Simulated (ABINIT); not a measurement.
# Ge (P-3m1) in ABINIT: single point with AM05

Aim: the single point of Ge with AM05.

Program: ABINIT 10.8.3 (patched build). These are calculated values, not measurements. Logs are shortened: lines on timing, memory, paths and dates and some standing lists are left out, and cuts for length are marked. The log counts tension as positive stress, the text compression.

## Step 1: The crystal as given

It takes space group P-3m1 (No. 164, trigonal). Conventional cell: a = 4.090 Å, b = 4.090 Å, c = 3.327 Å, α = 90.00°, β = 90.00°, γ = 120.00°. Ge (site symmetry 3m) has 3 Ge at 2.54 Å as nearest neighbours.

The cell was built by a generator and needn't be a form met in nature.

## Step 2: Single point, AM05, spin-orbit coupling, no magnetisation

The input, run.abi:

```
# Pseudopotentials
pp_dirpath "./"
pseudos "Ge.upf"

# Structure
acell 7.7297546374 7.7297515957 6.2863251317
rprim
     1.0000000000     0.0000000000     0.0000000000
    -0.4999989744     0.8660259959     0.0000000000
     0.0000000000     0.0000000000     1.0000000000
ntypat 1
znucl 32
natom 2
typat 1 1
xred
     0.6666700000     0.3333300000     0.1408600000
     0.3333300000     0.6666700000     0.8591400000

# Plane-wave basis
ecut 1061.244064 eV

# k points
kptopt 1
ngkpt 6 6 6
nshiftk 1
shiftk 0.0 0.0 0.0

# Exchange and correlation
ixc -120135

# Bands and occupations
nband 36
occopt 3
tsmear 0.05 eV

# Spin
nspinor 2
nspden 1
so_psp 1*1

# SCF cycle
nstep 100
tolvrs 1.0e-10

# Output
iomode 3
prtwf 0
prteig 0
prtebands 0
enunit 2
prtden 1
prtvha 1
prtvclmb 1
prtpot 1
```

Potentials or basis: PseudoDojo NC FR PBEsol v0.4 standard.

The run is started by

```sh
$ mpirun --bind-to none -np 4 abinit run.abi > log 2>&1
```

run.abo:

```text
.Version 10.8.3 of ABINIT
 Symmetries : space group C2/m (# 12); Bravais mC (1-face-center monocl.)
================================================================================
 Values of the parameters that define the memory need of the present run
     intxc =       0    ionmov =       0      iscf =       7    lmnmax =      14
     lnmax =      14     mgfft =      45  mpssoang =       5    mqgrid =    3001
     natom =       2  nloc_mem =       1    nspden =       1   nspinor =       2
    nsppol =       1      nsym =       4    n1xccc =    2501    ntypat =       1
    occopt =       3   xclevel =       2
       mpw =        3806          nfft =       72900          nkpt =          68
================================================================================
================================================================================

--------------------------------------------------------------------------------
------------- Echo of variables that govern the present computation ------------
--------------------------------------------------------------------------------
 -outvars: echo values of preprocessed input variables --------
            acell      7.7297531165E+00  7.7297531165E+00  6.2863251317E+00 Bohr
              amu      7.26100000E+01
             ecut      3.90000000E+01 Hartree
           enunit           2
                       outvar_i_n : Printing only first  50 k-points.
              ixc     -120135
                       outvar_i_n : Printing only first  50 k-points.
         kptrlatt        6    0    0      0    6    0      0    0    6
          kptrlen      3.77179508E+01
            natom           2
            nband          36
            ngfft          45      45      36
             nkpt          68
          nspinor           2
            nstep         100
             nsym           4
           ntypat           1
                       prtocc : prtvol=0, do not print more k-points.
           occopt           3
        prtebands           0
           prteig           0
           prtpot           1
         prtvclmb           1
           prtvha           1
            prtwf           0
            rprim      1.0000000000E+00  1.1359893353E-07  0.0000000000E+00
                      -4.9999907279E-01  8.6602593911E-01  0.0000000000E+00
                       0.0000000000E+00  0.0000000000E+00  1.0000000000E+00
          spgroup          12
           tolvrs      1.00000000E-10
           tsmear      1.83746611E-03 Hartree
            typat      1  1
                       outvars : Printing only first  50 k-points.
           xangst      2.0452263125E+00  1.1807886558E+00  4.6858205849E-01
                      -1.7923576004E-05  2.3616122710E+00  2.8579979393E+00
            xcart      3.8649175960E+00  2.2313671721E+00  8.8549175805E-01
                      -3.3870649844E-05  4.4628004078E+00  5.4008333736E+00
             xred      6.6667000000E-01  3.3333000000E-01  1.4086000000E-01
                       3.3333000000E-01  6.6667000000E-01  8.5914000000E-01
            znucl       32.00000

================================================================================

 chkinp: Checking input parameters for consistency.

================================================================================
== DATASET  1 ==================================================================

--- !DatasetInfo
iteration_state: {dtset: 1, }
dimensions: {natom: 2, nkpt: 68, mband: 36, nsppol: 1, nspinor: 2, nspden: 1, mpw: 3806, }
cutoff_energies: {ecut:  39.0, pawecutdg:  -1.0, }
electrons: {nelect:   2.80000000E+01, charge:   0.00000000E+00, occopt:   3.00000000E+00, tsmear:   1.83746611E-03, }
meta: {optdriver: 0, ionmov: 0, optcell: 0, iscf: 7, paral_kgb: 0, }
...

 Real(R)+Recip(G) space primitive vectors, cartesian coordinates (Bohr,Bohr^-1):
 R(1)=  7.7297531  0.0000009  0.0000000  G(1)=  0.1293702  0.0746918  0.0000000
 R(2)= -3.8648694  6.6941667  0.0000000  G(2)= -0.0000000  0.1493838  0.0000000
 R(3)=  0.0000000  0.0000000  6.2863251  G(3)=  0.0000000  0.0000000  0.1590755
 Unit cell volume ucvol=  3.2528124E+02 bohr^3
 Angles (23,13,12)=  9.00000000E+01  9.00000000E+01  1.19999932E+02 degrees

 getcut: wavevector=  0.0000  0.0000  0.0000  ngfft=  45  45  36
         ecut(hartree)=     39.000   => boxcut(ratio)=   2.02483

--- Pseudopotential description ------------------------------------------------
- pspini: atom type   1  psp file is ./Ge.upf
12 -116133 2 -1 1560                          pspcod,pspxc,lmax,lloc,mmax
     nproj     2     3     2     0
     spin-orbit psp
        nprojso     4     3     0

   1.72875084E+03                                ecore*ucvol(ha*bohr**3)
--------------------------------------------------------------------------------

================================================================================

--- !BeginCycle
iteration_state: {dtset: 1, }
solver: {iscf: 7, nstep: 100, nline: 4, wfoptalg: 0, }
tolerances: {tolvrs: 1.00E-10, }
...

     iter   Etot(hartree)      deltaE(h)  residm     vres2
 ETOT  1  -176.19546123726    -1.762E+02 8.243E-01 1.518E+02
 ETOT  2  -178.11590153785    -1.920E+00 1.084E-01 1.795E+02
 ETOT  3  -178.14576789948    -2.987E-02 5.784E-02 3.439E+01
 ETOT  4  -178.14997114168    -4.203E-03 1.981E-03 1.082E+01
 ETOT  5  -178.15188601638    -1.915E-03 1.873E-03 2.394E-02
 ETOT  6  -178.15189008472    -4.068E-06 1.932E-03 1.946E-03
 ETOT  7  -178.15189045701    -3.723E-07 2.481E-03 8.645E-05
 ETOT  8  -178.15189046909    -1.208E-08 1.617E-03 1.719E-06
 ETOT  9  -178.15189046870     3.918E-10 1.438E-03 2.889E-06
 ETOT 10  -178.15189046917    -4.721E-10 5.200E-04 6.251E-09
 ETOT 11  -178.15189046917    -1.677E-12 3.783E-04 1.039E-09
 ETOT 12  -178.15189046917     5.116E-13 1.172E-04 6.806E-11

 At SCF step   12       vres2   =  6.81E-11 < tolvrs=  1.00E-10 =>converged.

 Cartesian components of stress tensor (hartree/bohr^3)
  sigma(1 1)=  1.11785908E-04  sigma(3 2)= -1.14384920E-08
  sigma(2 2)=  1.11745731E-04  sigma(3 1)=  1.98120275E-08
  sigma(3 3)=  2.21855257E-04  sigma(2 1)= -3.47942319E-08

--- !ResultsGS
iteration_state: {dtset: 1, }
comment   : Summary of ground state results
lattice_vectors:
- [  7.7297531,   0.0000009,   0.0000000, ]
- [ -3.8648694,   6.6941667,   0.0000000, ]
- [  0.0000000,   0.0000000,   6.2863251, ]
lattice_lengths: [   7.72975,    7.72975,    6.28633, ]
lattice_angles: [ 90.000,  90.000, 120.000, ] # degrees, (23, 13, 12)
lattice_volume:   3.2528124E+02
convergence: {deltae:  5.116E-13, res2:  6.806E-11, residm:  1.172E-04, diffor: null, }
etotal    :  -1.78151890E+02
entropy   :   0.00000000E+00
fermie    :   1.16228573E-01
cartesian_stress_tensor: # hartree/bohr^3
- [  1.11785908E-04,  -3.47942319E-08,   1.98120275E-08, ]
- [ -3.47942319E-08,   1.11745731E-04,  -1.14384920E-08, ]
- [  1.98120275E-08,  -1.14384920E-08,   2.21855257E-04, ]
pressure_GPa:  -4.3679E+00
xred      :
- [  6.6667E-01,   3.3333E-01,   1.4086E-01, Ge]
- [  3.3333E-01,   6.6667E-01,   8.5914E-01, Ge]
cartesian_forces: # hartree/bohr
- [ -4.29663781E-06,   2.48066774E-06,   1.39511833E-03, ]
- [  4.29663781E-06,  -2.48066774E-06,  -1.39511833E-03, ]
force_length_stats: {min:   1.39512715E-03, max:   1.39512715E-03, mean:   1.39512715E-03, }
...

 Integrated electronic density in atomic spheres:
 ------------------------------------------------
 Atom  Sphere_radius  Integrated_density
    1        2.00000         11.48148418
    2        2.00000         11.48148418
================================================================================

 ----iterations are completed or convergence reached----

 Mean square residual over all n,k,spin=   12.524E-08; max=  11.724E-05
 reduced coordinates (array xred) for    2 atoms
       0.666670000000      0.333330000000      0.140860000000
       0.333330000000      0.666670000000      0.859140000000
 rms dE/dt=  5.0635E-03; max dE/dt=  8.7702E-03; dE/dt below (all hartree)
    1       0.000033211947     -0.000033211947     -0.008770167426
    2      -0.000033211947      0.000033211947      0.008770167426

 cartesian coordinates (angstrom) at end:
    1      2.04522631245441     1.18078865583885     0.46858205848527
    2     -0.00001792357600     2.36161227101154     2.85799793928038

 cartesian forces (hartree/bohr) at end:
    1     -0.00000429663781     0.00000248066774     0.00139511833103
    2      0.00000429663781    -0.00000248066774    -0.00139511833103
 frms,max,avg= 8.0547704E-04 1.3951183E-03   0.000E+00  0.000E+00  0.000E+00 h/b

 cartesian forces (eV/Angstrom) at end:
    1     -0.00022094199938     0.00012756106379     0.07173986900413
    2      0.00022094199938    -0.00012756106379    -0.07173986900413
 frms,max,avg= 4.1419295E-02 7.1739869E-02   0.000E+00  0.000E+00  0.000E+00 e/A
 length scales=  7.729753116503  7.729753116503  6.286325131700 bohr
              =  4.090409192385  4.090409192385  3.326579997766 angstroms
 Fermi (or HOMO) energy (hartree) =   0.11623   Average Vxc (hartree)=  -0.36810
 Eigenvalues (hartree) for nkpt=  68  k points:
 kpt#   1, nband= 36, wtk=  0.00463, kpt=  0.0000  0.0000  0.0000 (reduced coord)
  -0.79443   -0.79443   -0.79405   -0.79405   -0.79356   -0.79356   -0.79194   -0.79194
  -0.77438   -0.77438   -0.77334   -0.77334   -0.77205   -0.77205   -0.77021   -0.77021
  -0.77001   -0.77001   -0.76872   -0.76872   -0.31854   -0.31854    0.02536    0.02536
   0.07782    0.07782    0.08418    0.08418    0.20740    0.20740    0.22600    0.22600
   0.23094    0.23094    0.23992    0.23992
      occupation numbers for kpt#   1
   1.00000    1.00000    1.00000    1.00000    1.00000    1.00000    1.00000    1.00000
   1.00000    1.00000    1.00000    1.00000    1.00000    1.00000    1.00000    1.00000
   1.00000    1.00000    1.00000    1.00000    1.00000    1.00000    1.00000    1.00000
   1.00000    1.00000    1.00000    1.00000    0.00000    0.00000    0.00000    0.00000
   0.00000    0.00000    0.00000    0.00000
 prteigrs : prtvol=0 or 1, do not print more k-points.

 Fermi (or HOMO) energy (eV) =   3.16274   Average Vxc (eV)= -10.01654
 Eigenvalues (   eV  ) for nkpt=  68  k points:
 kpt#   1, nband= 36, wtk=  0.00463, kpt=  0.0000  0.0000  0.0000 (reduced coord)
 -21.61747  -21.61747  -21.60713  -21.60713  -21.59379  -21.59379  -21.54970  -21.54970
 -21.07206  -21.07206  -21.04365  -21.04365  -21.00864  -21.00864  -20.95853  -20.95853
 -20.95316  -20.95316  -20.91800  -20.91800   -8.66799   -8.66799    0.69000    0.69000
   2.11756    2.11756    2.29073    2.29073    5.64355    5.64355    6.14989    6.14989
   6.28407    6.28407    6.52863    6.52863
 prteigrs : prtvol=0 or 1, do not print more k-points.

--- !EnergyTerms
iteration_state     : {dtset: 1, }
comment             : Components of total free energy in Hartree
kinetic             :  1.33763549954293E+02
hartree             :  5.45108804437710E+01
xc                  : -4.28940062623630E+01
Ewald energy        : -9.87045998863091E+01
psp_core            :  5.31463435244930E+00
local_psp           : -1.35884110069491E+02
non_local_psp       : -9.42579102104292E+01
internal            : -1.78151561678079E+02
'-kT*entropy'       : -3.28791090824156E-04
total_energy        : -1.78151890469170E+02
total_energy_eV     : -4.84775990200828E+03
band_energy         : -1.61299510009437E+01
...

 Cartesian components of stress tensor (hartree/bohr^3)
  sigma(1 1)=  1.11785908E-04  sigma(3 2)= -1.14384920E-08
  sigma(2 2)=  1.11745731E-04  sigma(3 1)=  1.98120275E-08
  sigma(3 3)=  2.21855257E-04  sigma(2 1)= -3.47942319E-08

-Cartesian components of stress tensor (GPa)         [Pressure= -4.3679E+00 GPa]
- sigma(1 1)=  3.28885495E+00  sigma(3 2)= -3.36532054E-04
- sigma(2 2)=  3.28767290E+00  sigma(3 1)=  5.82889973E-04
- sigma(3 3)=  6.52720701E+00  sigma(2 1)= -1.02368164E-03

== END DATASET(S) ==============================================================
================================================================================

 -outvars: echo values of variables after computation  --------
            acell      7.7297531165E+00  7.7297531165E+00  6.2863251317E+00 Bohr
           etotal     -1.7815189047E+02
            fcart     -4.2966378070E-06  2.4806677359E-06  1.3951183310E-03
                       4.2966378070E-06 -2.4806677359E-06 -1.3951183310E-03
            rprim      1.0000000000E+00  1.1359893353E-07  0.0000000000E+00
                      -4.9999907279E-01  8.6602593911E-01  0.0000000000E+00
                       0.0000000000E+00  0.0000000000E+00  1.0000000000E+00
           strten      1.1178590755E-04  1.1174573072E-04  2.2185525706E-04
                      -1.1438492037E-08  1.9812027475E-08 -3.4794231899E-08
           xangst      2.0452263125E+00  1.1807886558E+00  4.6858205849E-01
                      -1.7923576004E-05  2.3616122710E+00  2.8579979393E+00
             xred      6.6667000000E-01  3.3333000000E-01  1.4086000000E-01
                       3.3333000000E-01  6.6667000000E-01  8.5914000000E-01
 Calculation completed.
```

Run time: 3.3 min. Hardware: 4 MPI ranks of Arm Neoverse V2, shared host; peak memory 0.56 GiB.

Results:

* Free energy: -4847.7599 eV
* Pressure: -4.4 GPa
* Largest force: 0.072 eV/Å
* Band gap on the k mesh: none (metal or under the smearing width)
* Valence electrons inside the program's atomic spheres: Ge 11.48 (radii [1.0584] Å)

Forces on the atoms (eV/Å):
```
Ge   0.000  0.000  0.072
Ge   0.000  0.000 -0.072
```

Levels at points of the mesh, in eV from the Fermi level:
```tsv
k point	band 25	band 26	band 27	band 28	band 29	band 30	band 31	band 32
(0.00, 0.00, 0.00)	-1.05	-1.05	-0.87	-0.87	2.48	2.48	2.99	2.99
(0.50, 0.00, 0.00)	-2.48	-2.48	-0.23	-0.23	3.48	3.48	3.89	3.89
(0.50, 0.50, 0.00)	-2.48	-2.48	-0.23	-0.23	3.48	3.48	3.89	3.89
(0.00, 0.00, 0.50)	0.40	0.40	0.60	0.60	0.88	0.88	2.89	2.89
(0.50, 0.00, 0.50)	-3.67	-3.67	-2.03	-2.03	-0.86	-0.86	2.45	2.45
(0.50, 0.50, 0.50)	-3.67	-3.67	-2.03	-2.03	-0.86	-0.86	2.45	2.45
```

Caveat: the potentials were made for another functional, which shifts forces and pressure.
